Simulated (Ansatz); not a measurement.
# Bi2Te2Se (R-3m) in Ansatz: notebook

The runs below take Bi2Te2Se through band structure, with HSE06, PBE0.

All numbers are computed with Ansatz 0.2.0; they aren't measurements. Logs are shortened: lines on timing, memory, paths and dates and some standing lists are left out, and cuts for length are marked.

**1. The crystal as given**

It takes space group R-3m (No. 166, trigonal). The conventional cell has a = 4.322 Å, b = 4.322 Å, c = 31.757 Å, α = 90.00°, β = 90.00°, γ = 120.00°. Around Bi (site symmetry 3m) lie 3 Te at 3.05 Å and 3 Se at 3.11 Å. Te (site symmetry 3m) has 3 Bi at 3.05 Å as nearest neighbours. Around Se (site symmetry -3m) lie 6 Bi at 3.11 Å.

The cell is a database's computed one.

**2. Band structure, HSE06**

input reads:

```
crystal:
  lattice:
    - [2.1609687617, 1.2476358963, 10.5855712543]
    - [-2.1609687617, 1.2476358963, 10.5855712543]
    - [0.0, -2.4952717926, 10.5855712543]
  atoms:
    - { symbol: Bi, position: [0.39172124, 0.39172124, 0.39172124] }
    - { symbol: Bi, position: [0.60827876, 0.60827876, 0.60827876] }
    - { symbol: Te, position: [0.78040487, 0.78040487, 0.78040487] }
    - { symbol: Te, position: [0.21959513, 0.21959513, 0.21959513] }
    - { symbol: Se, position: [0.0, 0.0, 0.0] }
hamiltonian:
  xc: hse06
  pseudopotentials: { kind: paw }
kpoints:
  mp_grid: { grid: [6, 6, 6] }
  band_path:
    path:
      - [[0.0, 0.0, 0.0], [0.5, 0.0, 0.0], [0.5, 0.1759276236, -0.1759276236]]
      - [[0.8240723764, 0.5, 0.1759276236], [0.5, 0.5, 0.5], [0.0, 0.0, 0.0], [0.3379638118, 0.0, -0.3379638118]]
      - [[0.6620361882, 0.3379638118, 0.0], [0.5, 0.5, 0.0], [0.6620361882, 0.6620361882, 0.1759276236], [0.5, 0.5, 0.5]]
      - [[0.5, 0.0, 0.0], [0.8240723764, 0.3379638118, 0.3379638118]]
    npoints: 4
scf:
  occupations: { method: fermi_dirac, width: 0.05 }
  n_extra_bands: 12
output:
  forces: true
  stress: true
  eigenvalues: true
  fatbands: false
  write_density: true
  write_potential: true
  elf: true
  volumetric_format: npy
```

Potentials or basis: Ansatz PAW.

The program printed:

```text
Warning: output.stress: scf.convergence.dr2_threshold = 1e-7 eV (the SCF's general default) is looser than the 5e-10 eV advised for a printed stress (1e-10 eV for each atom of the cell: 5). What an SCF threshold leaves in a stress goes as its square root, and in the free energy as the threshold itself, and one threshold admits the most on a small cell: of the crystals measured, under no hybrid functional and no lock of the moments, on runs that ended without the residual-converged pass, on stresses that held no estimate of that error, the worst erred by over 100 MPa in a component at 1e-7 eV an atom and by under 5 at 1e-10. Set scf.convergence.dr2_threshold to 5e-10 eV or tighter. The threshold is an SCF's pass mark: one that does not reach it within its budget of iterations ends unconverged, or closes short of it on a stop that the run arms, and scf.convergence.dr2_threshold's page says what that costs each kind of run
Warning: output.stress: scf.exx.energy_threshold = 1e-6 eV is looser than the 5e-8 eV advised for a stress under a hybrid functional (1e-8 eV for each atom of the cell: 5). Every SCF of the exchange loop can meet its threshold on dr2 while the loop round them stops early: no threshold on dr2 bounds what that leaves in the stress. Set scf.exx.energy_threshold to 5e-8 eV or tighter. The threshold is the loop's pass mark: a loop that does not reach it within its budget of cycles ends unconverged, and scf.exx.energy_threshold's page has the law
basis.fft_grid_basis auto: the FFT boxes are laid along the combinations [[1, -1, 0], [0, 1, 0], [0, -1, 1]] of the cell's own vectors, 4.322, 10.876 and 4.322 Å long. The dense box has 30×75×30 points. Along the cell's own vectors, as sized, it would have 75×75×75, 6.25 times as many. Of the 12 symmetry operations that the crystal satisfies within crystal.symmetry.tolerance (time reversal apart; of a slab, those that keep its plane) the dense box along the cell's own vectors carries 12, and the one as laid loses 8 of those. basis.fft_grid_basis: typed keeps the cell's own vectors: state it where this run's energies or levels are differenced outside the engine with another run's, or held beside a run that keeps those vectors. Those combinations have planes normal to reciprocal vector 3, as the cell's own vectors have. Each planar average written beside output.write_density, output.write_potential has a row for each plane of the box: 30. The volumetric files lie along those combinations, not along the cell's own vectors: a cube or XSF file states them, and fields.json those of NumPy files.
scf.n_extra_bands = 12 over 39 filled bands (N_el = 78.0): the run solves 51 bands
GPUs: using 1 of 1 available (devices: 1).
Engine: ansatz 0.2.0, x86_64-unknown-linux-gnu
Pseudopotentials: kind: paw
Pseudopotential: Bi, paw, valence charge 15, recommended cutoff 420 eV (normal), Bi.paw.azcp
Pseudopotential: Te, paw, valence charge 16, recommended cutoff 420 eV (normal), Te.paw.azcp
Pseudopotential: Se, paw, valence charge 16, recommended cutoff 420 eV (normal), Se.paw.azcp
Functional definition: HSE06
  parameter a = 0.25
  parameter omega = 0.11/bohr
  exchange = pbe_x - a*pbe_x_sr(omega) + a*exact_x_sr(omega)
  correlation = pbe_c
device memory: the entry about to start is reckoned to put 2.9 GiB on a device that reports 53.8 GiB free (of which the cap on the GPU budget leaves the run 18.0 GiB)
GPU FFT provider: cuFFT
GPU libraries: cuBLAS 13.8.2, cuFFT 12.4.0, cuSOLVER 12.3.4
Crystal: 5 atoms, lattice volume = 171.239 Å³
Basis set: ecut = 420 eV, 3335 PW (Γ), FFT grids on a1−a2, a2, −a2+a3, exchange–correlation on 60×150×60 points (8 copies of the dense FFT grid, shifted against one another)
Bands: 51, of which v1, the nominal top of the filled ones, is band 39 counted from 1 (38 counted from 0)
Symmetry: 12 space group operations
Space group: R-3m (ITA 166), of the structure as read, at distance tolerance 5.6e-5 Å
k-points: 32 of 216
Non-local potential: Bi, projectors of the file, l = 0: 2, l = 1: 2, l = 2: 2, l = 3: 2
Non-local potential: Te, projectors of the file, l = 0: 2, l = 1: 2, l = 2: 2, l = 3: 2
Non-local potential: Se, projectors of the file, l = 0: 2, l = 1: 2, l = 2: 3, l = 3: 1
PAW form: soft (Blöchl's): semilocal exchange-correlation on the pseudo side does not see the compensation charge
PAW frozen core: Bi, regenerated for the run's functional, and the local potential with it (the file was generated under x = pbe(κ = 0.804, μ = 0.2195149727645171), c = pbe(β = 0.06672455060314922))
PAW frozen core: Te, regenerated for the run's functional, and the local potential with it (the file was generated under x = pbe(κ = 0.804, μ = 0.2195149727645171), c = pbe(β = 0.06672455060314922))
PAW frozen core: Se, regenerated for the run's functional, and the local potential with it (the file was generated under x = pbe(κ = 0.804, μ = 0.2195149727645171), c = pbe(β = 0.06672455060314922))
PAW one-centre angular grid: Bi, 590 points (default); XC on 64 Gauss nodes
PAW one-centre angular grid: Te, 590 points (default); XC on 64 Gauss nodes
PAW one-centre angular grid: Se, 590 points (default); XC on 64 Gauss nodes
Initial density: superposition of atomic densities (neutral atoms: chi_scale 0, normalization atom), corrected by the library's trained network
Initial wavefunctions: pseudopotential atomic-orbital guess
GPU buffer pool allocated for 67500 grid points (all kernels)
GPU transforms: local potential and band sums: pruned to the plane-wave sphere, on 30×75×30
Functional: x = pbe(κ = 0.804, μ = 0.2195149727645171), c = pbe(β = 0.06672455060314922), warm-up for x = pbe(κ = 0.804, μ = 0.2195149727645171) + 0.25 (exact − pbe) at short range (hse, ω = 0.20786987370883472 Å⁻¹), c = pbe(β = 0.06672455060314922); HSE06 as pw.x's `hse` composes it (authors' and Libxc's form: `xc: wpbeh`)
SCF iter   1: F=—  HF=-44223.618385 eV  |F-HF|=—  |Δ(HF+E_count)|=         —  Δρ=1.04e-3  dr2=3.50e-3  ethr=1.77e-3  ⟨swp⟩=15.8  Hψ=7616  notcnv=1
preconditioner: auto → none  [insulator: Δε(μ)=0.467 eV  Ē_g=10.034 eV  σ=0.050 eV  W_gap=0.98  n_scr=44 (ndim 8)  ℏωp=15.0 eV  f_vac=0.050  D(μ)=0.01/eV (n_scr^D=0)]
SCF iter   2: F=—  HF=-44223.623052 eV  |F-HF|=—  |Δ(HF+E_count)|=   4.67e-3  Δρ=1.09e-3  dr2=2.28e-2  ethr=4.48e-6  ⟨swp⟩=6.5  Hψ=6008  notcnv=0  defer=16
[... 27 lines left out ...]
  Residual-converged pass: ⟨swp⟩=4.7  Hψ=4944  notcnv=0  max |occ|·‖R‖ = 6.6e-6 eV (tolerance 6.7e-6 eV)  dr2=2.81e-6  dr2_onsite=6.40e-8  max |Δocc| = 6.5e-11
hybrid outer 1: dexx = +1.617e-2 eV, tail = 1.48e-4 eV
GPU FFT provider: cuFFT
GPU libraries: cuBLAS 13.8.2, cuFFT 12.4.0, cuSOLVER 12.3.4
GPU buffer pool allocated for 67500 grid points (all kernels)
GPU transforms: local potential and band sums: pruned to the plane-wave sphere, on 30×75×30
Exchange kernel: α = 0.2500, screened, ω = 0.2079 Å⁻¹, Wigner–Seitz truncation, v(0) = 1046.8873 eV·Å³, q-mesh 6×6×6, nearest image of the exchange supercell L = 25.93 Å, pair-density grid 25×72×25, without the augmentation charges, whose exchange is taken in its separable form by FFT convolution over the k-point mesh (the finest that the files' search goes to), smooth part of the exact exchange by density-matrix convolution in up to 19.19 GiB of GPU memory as planned if the GPU has room (build and FFT work areas not counted)
Frozen-core exchange: fock
SCF iter   1: F=—  HF=-44241.343684 eV  |F-HF|=—  |Δ(HF+E_count)|=         —  Δρ=3.18e-5  dr2=2.70e-6  ethr=9.47e-7  ⟨swp⟩=4.4  Hψ=3489  notcnv=0
preconditioner: auto → none  [insulator: Δε(μ)=0.888 eV  Ē_g=11.196 eV  σ=0.050 eV  W_gap=1.00  n_scr=44 (ndim 8)  ℏωp=15.0 eV  f_vac=0.054  D(μ)=0.00/eV (n_scr^D=0)]
SCF iter   2: F=—  HF=-44241.343685 eV  |F-HF|=—  |Δ(HF+E_count)|=   1.09e-6  Δρ=1.77e-5  dr2=4.47e-7  ethr=3.24e-9  ⟨swp⟩=4.0  Hψ=4724  notcnv=0
SCF iter   3: F=—  HF=-44241.343685 eV  |F-HF|=—  |Δ(HF+E_count)|=   3.21e-8  Δρ=5.79e-6  dr2=1.75e-7  ethr=3.49e-10  ⟨swp⟩=4.1  Hψ=3888  notcnv=0  defer=2
SCF iter   4: F=—  HF=-44241.343686 eV  |F-HF|=—  |Δ(HF+E_count)|=   7.55e-7  Δρ=5.19e-6  dr2=6.01e-8  ethr=3.02e-11  ⟨swp⟩=6.1  Hψ=6057  notcnv=0  defer=8
SCF iter   5: F=—  HF=-44241.343686 eV  |F-HF|=—  |Δ(HF+E_count)|=   1.57e-8  Δρ=7.47e-7  dr2=1.86e-9  ethr=3.02e-11  ⟨swp⟩=3.0  Hψ=3374  notcnv=0
SCF iter   6: F=-44241.343686 eV  HF=-44241.343686 eV  |F-HF|=8.66e-10  |Δ(HF+E_count)|=   8.30e-9  Δρ=6.07e-7  dr2=1.25e-9  ethr=1.38e-12 (applied; sched 1.00e-12)  ⟨swp⟩=4.0  Hψ=4536  notcnv=0
SCF 3 converged in 6 iterations: F = -44241.343686 eV  dr2 = 1.25e-9
  Residual-converged pass: ⟨swp⟩=3.0  Hψ=3236  notcnv=0  max |occ|·‖R‖ = 7.0e-7 eV (tolerance 7.0e-7 eV)  dr2=1.25e-9  dr2_onsite=2.86e-11  max |Δocc| = 1.9e-13
hybrid outer 2: dexx = +8.749e-7 eV, tail = 2.76e-8 eV, Δε = 2.46e-3 eV (about 6.70e-5 eV left of the loop's levels), ΔF = 2.17e-3 eV/Å (tail 5.82e-4)
device memory: the entry about to start is reckoned to put 1.5 GiB on a device that reports 46.2 GiB free (of which the cap on the GPU budget leaves the run 18.0 GiB)
NSCF: frozen V_eff on 40 k-points, pencils in batches of 32, up to order 228
hybrid SCF converged: 2 outer / 14 inner (+6 warm-up), last move |dexx| = 8.75e-7 eV, tail = 2.76e-8 eV
Stability not checked: this state was not tested for a lower state beside it, because the functional holds exact exchange (a hybrid, or Hartree-Fock), whose exchange loop this test does not read (fock_operator; see scf.lower_state_search)
Free energy (F): -44241.343686 eV
Frozen-core exchange: fock
Harris-Foulkes:  -44241.343686 eV  (|F-HF|=8.66e-10)
Internal energy: -44241.343684 eV  (E = F + TS)
E sigma→0 (E₀):  -44241.343685 eV
Entropy (-TS):   -0.000002 eV (-0.000 meV/atom)
Fermi energy:    8.118794 eV
--- Per-component energies (eV) ---
  E_band       = -1344.857142
  E_kinetic    = 1075.930583
  E_local      = -9037.833741  (includes V_loc(G=0)·N_el)
  E_nonlocal   = -93.319851
  E_hartree    = 4294.305118
  E_xc         = -527.108154
  E_vxc        = -476.340240  (∫ρ·V_xc dr)
  E_exx        = -227.997968  (= α·E_x^exact, valence–valence)
  E_paw        = -32479.642968  (= ΣΔE_a)
  E_vpaw       = -945.906798  (= ΣTr[D̂ρ^β])
  E_aug_tail   = -0.001818  (compensation charges beyond the density's cutoff)
  E_ewald      = -7244.545389
  E_core_change = -1.129495  (= ΣΔE_core)
  E_smearing   = -0.000002  (= −TS)
  E_closure    = -0.000000  (closes the sum)
  Σ components = -44241.343686   (vs F -44241.343686, Δ=-7.28e-12)
--- Forces (eV/Å), atoms counted from 1 ---
  atom   1  Bi     0.00000000     0.00000000     0.11167685
  atom   2  Bi     0.00000000    -0.00000000    -0.11167685
  atom   3  Te     0.00000000     0.00000000    -0.17434206
  atom   4  Te     0.00000000    -0.00000000     0.17434206
  atom   5  Se    -0.00000000    -0.00000000     0.00000000
  max |Σ_I F_I| component: 2.78e-17 eV/Å
--- Stress (GPa, compression-positive) ---
       -0.695758       0.000000       0.000000
        0.000000      -0.695758       0.000000
        0.000000       0.000000      -0.689321
  P = ⅓ Tr σ = -0.6936 GPa (-6.936 kbar)
--- Band table (eV; the first three rows and the last of 32) ---
  k-point 0: bands = ["-43.2446", "-43.2423", "-43.2423", "-43.2266", "-43.2266", "-31.0363", "-31.0363", "-31.0358", "-31.0358", "-31.0266", "-31.0266", "-31.0263", "-31.0263", "-31.0214", "-31.0212", "-17.2585", "-17.2585", "-17.2552", "-17.2552", "-17.2367", "-17.2362", "-17.2362", "-17.2351", "-17.2318", "-17.2318", "-7.2376", "-5.9051", "-5.0142", "-1.7170", "-1.1701", "5.6574", "5.6574", "5.6948", "5.7642", "6.4915", "6.4915", "6.9019", "6.9019", "7.6668", "8.5546", "9.4500", "9.4500", "10.3898", "10.7496", "10.7496", "14.1682", "14.8940", "14.9569", "14.9569", "15.0082", "15.8320"]
  k-point 1: bands = ["-43.2446", "-43.2423", "-43.2423", "-43.2265", "-43.2265", "-31.0363", "-31.0359", "-31.0358", "-31.0354", "-31.0267", "-31.0266", "-31.0263", "-31.0261", "-31.0211", "-31.0209", "-17.2624", "-17.2583", "-17.2558", "-17.2528", "-17.2381", "-17.2351", "-17.2351", "-17.2332", "-17.2315", "-17.2309", "-6.9989", "-5.6504", "-4.8617", "-1.8734", "-1.4796", "4.3477", "4.7463", "5.1347", "5.2462", "6.2168", "6.5678", "6.7594", "6.7872", "7.0989", "9.4582", "10.0459", "10.1263", "10.6347", "10.9432", "11.4201", "13.3511", "14.1960", "15.2906", "15.3109", "15.3677", "15.8431"]
  k-point 2: bands = ["-43.2445", "-43.2423", "-43.2423", "-43.2265", "-43.2265", "-31.0362", "-31.0359", "-31.0353", "-31.0347", "-31.0270", "-31.0266", "-31.0265", "-31.0259", "-31.0206", "-31.0205", "-17.2709", "-17.2650", "-17.2530", "-17.2489", "-17.2411", "-17.2371", "-17.2306", "-17.2287", "-17.2276", "-17.2258", "-6.3682", "-4.9756", "-4.5253", "-2.6059", "-2.1603", "2.8644", "4.1180", "4.3964", "4.4748", "5.4459", "5.5054", "6.4479", "6.7127", "7.1007", "9.2844", "10.2144", "10.5668", "11.2557", "11.7766", "12.3963", "12.6192", "14.3986", "15.4225", "16.2406", "16.4766", "16.6841"]
  k-point 31: bands = ["-43.2446", "-43.2423", "-43.2423", "-43.2266", "-43.2266", "-31.0363", "-31.0363", "-31.0358", "-31.0358", "-31.0266", "-31.0266", "-31.0263", "-31.0263", "-31.0214", "-31.0212", "-17.2585", "-17.2585", "-17.2552", "-17.2552", "-17.2367", "-17.2362", "-17.2362", "-17.2351", "-17.2318", "-17.2318", "-7.2224", "-6.0086", "-4.8537", "-2.1034", "-0.8099", "5.1391", "5.6531", "5.6531", "6.5736", "6.5824", "6.5824", "6.7865", "6.7865", "7.1362", "8.9008", "9.6169", "9.6169", "10.2838", "10.5633", "10.5633", "14.1893", "14.7592", "14.7592", "14.8332", "14.8745", "16.0700"]
```

It took 7.5 min on 1 × NVIDIA H100 80GB HBM3 with 2 threads of AMD EPYC 7R13 (Zen 3), shared host; peak memory 9.7 GiB.

Results:

| Item | Value |
| --- | --- |
| Free energy | -44241.3437 eV |
| Pressure | -0.7 GPa |
| Largest force | 0.174 eV/Å |
| Band gap on the k mesh | 0.89 eV, direct |
| Band gap along the path | 0.89 eV, direct |

Forces on the atoms (eV/Å):
```
Bi   0.000  0.000  0.112
Bi   0.000  0.000 -0.112
Te   0.000  0.000 -0.174
Te   0.000  0.000  0.174
Se   0.000  0.000  0.000
```

Levels at the corners of the path, in eV from the valence-band top:
```tsv
point	band 37	band 38	band 39	band 40	band 41	band 42
Γ	-0.76	-0.76	0.00	0.89	1.78	1.78
L	-1.79	-1.01	-0.62	1.54	2.46	3.42
B1	-1.67	-0.88	-0.65	2.07	2.85	3.46
B	-1.67	-0.88	-0.65	2.07	2.85	3.46
Z	-0.88	-0.88	-0.53	1.23	1.95	1.95
Γ	-0.76	-0.76	0.00	0.89	1.78	1.78
X	-1.64	-0.93	-0.64	2.08	3.10	3.18
Q	-1.64	-0.93	-0.64	2.08	3.10	3.18
F	-1.50	-1.25	-1.07	2.10	2.21	2.91
P1	-1.26	-1.18	-1.11	1.98	2.36	2.76
Z	-0.88	-0.88	-0.53	1.23	1.95	1.95
L	-1.79	-1.01	-0.62	1.54	2.46	3.42
P	-1.26	-1.18	-1.11	1.98	2.36	2.76
```

Caveat: spin-orbit coupling is left out, which as a rule narrows the gap of such compounds by several tenths of an eV; the PAW data sets come from PBE, with cores solved anew for the run's functional, which leaves a small shift of forces and pressure; the thresholds are loose for stress.

**3. Band structure, PBE0**

input, as its differences from that of step 2:

```diff
@@ -12,3 +12,3 @@
 hamiltonian:
-  xc: hse06
+  xc: pbe0
   pseudopotentials: { kind: paw }
```

Potentials or basis: Ansatz PAW.

Run time: 7.3 min. Hardware: 1 × NVIDIA H100 80GB HBM3 with 2 threads of AMD EPYC 7R13 (Zen 3), shared host; peak memory 9.7 GiB.

The run converged. Its results:

```yaml
Free_energy: -44233.3168 eV
Pressure: -0.7 GPa
Largest_force: 0.193 eV/Å
Band_gap_on_the_k_mesh: 1.41 eV, direct
Band_gap_along_the_path: 1.41 eV, direct
```

Forces on the atoms (eV/Å):
```
Bi   0.000  0.000  0.142
Bi   0.000  0.000 -0.142
Te   0.000  0.000 -0.193
Te   0.000  0.000  0.193
Se   0.000  0.000  0.000
```

Levels at the corners of the path, in eV from the valence-band top:
```csv
point,band 35,band 36,band 37,band 38,band 39,band 40,band 41,band 42,band 43,band 44
Γ,-1.24,-1.24,-0.80,-0.80,0.00,1.41,2.33,2.33,3.31,3.69
L,-2.88,-2.54,-1.88,-1.06,-0.65,2.09,3.04,4.04,4.30,5.05
B1,-3.09,-2.67,-1.74,-0.93,-0.69,2.63,3.43,4.07,4.72,5.54
B,-3.09,-2.67,-1.74,-0.93,-0.69,2.63,3.43,4.07,4.72,5.54
Z,-1.14,-1.12,-0.92,-0.92,-0.57,1.77,2.51,2.51,3.19,3.49
Γ,-1.24,-1.24,-0.80,-0.80,0.00,1.41,2.33,2.33,3.31,3.69
X,-2.90,-2.87,-1.71,-0.99,-0.69,2.65,3.69,3.78,4.96,5.30
Q,-2.90,-2.87,-1.71,-0.99,-0.69,2.65,3.69,3.78,4.96,5.30
F,-2.35,-2.04,-1.56,-1.31,-1.13,2.67,2.78,3.50,4.17,4.69
P1,-2.40,-2.36,-1.31,-1.24,-1.17,2.55,2.93,3.35,4.19,4.85
Z,-1.14,-1.12,-0.92,-0.92,-0.57,1.77,2.51,2.51,3.19,3.49
L,-2.88,-2.54,-1.88,-1.06,-0.65,2.09,3.04,4.04,4.30,5.05
P,-2.40,-2.36,-1.31,-1.24,-1.17,2.55,2.93,3.35,4.19,4.85
```

Caveat: spin-orbit coupling is left out, which as a rule narrows the gap of such compounds by several tenths of an eV; the PAW data sets come from PBE, with cores solved anew for the run's functional, which leaves a small shift of forces and pressure; the thresholds are loose for stress.
